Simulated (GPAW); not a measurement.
Co:

```
Co
1.0
     2.47200    0.00000    0.00000
    -1.23600    2.14081    0.00000
     0.00000    0.00000    4.02114
Co
2
Cartesian
  1.2360 0.7136 3.0159
  0.0000 1.4272 1.0053
```

Base run:

| Property | Result |
| --- | --- |
| Program | GPAW 26.7.0 |
| Functional | revPBE |
| Potentials or basis | the program's PAW data sets (release 1.2.1) made for this functional |
| Cutoff | 600 eV |
| Basis | pw |
| k mesh | 12 × 12 × 7 |
| Occupations | fermi-dirac, width 0.05 eV |
| Spin | collinear spin, ferromagnetic start |
| Starting moments | [2.0, 2.0] μB |

Its results: pressure 9.3 GPa; net moment 3.23 μB per cell; site moments Co +1.70 μB.

Problem. The run is repeated on the same cell with these changes: functional from revPBE to LDA. What comes out?

Solution. Pressure -14.3 GPa; net moment 3.09 μB per cell; site moments Co +1.59 μB.

LDA binds more tightly than revPBE, so the same cell stands under less pressure.
